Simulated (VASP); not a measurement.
Consider the following.

```
CELL_PARAMETERS angstrom
      0.00000     3.08378     3.08378
      3.08378     0.00000     3.08378
      3.08378     3.08378     0.00000
ATOMIC_POSITIONS crystal
  Zn 0.00000 0.00000 0.00000
  Te 0.25000 0.25000 0.25000
```

Calculation: optB88-vdW, VASP's PBE PAW potentials (set 64) (plane waves; VASP). Settings: 520 eV cut-off, Gaussian smearing of 0.050 eV, potentials Zn Te.

Unless said otherwise, spin-orbit coupling is left out, though it shifts the bands of the heavy elements here.

Question: Estimate the band gap (along the path) with the smallest direct gap where there is one.

Answer: 
```yaml
band gap (along the path): 0.98 eV
smallest direct gap (along the path): 0.98 eV
```

The compound is ZnTe in the zinc blende structure. It was relaxed first.
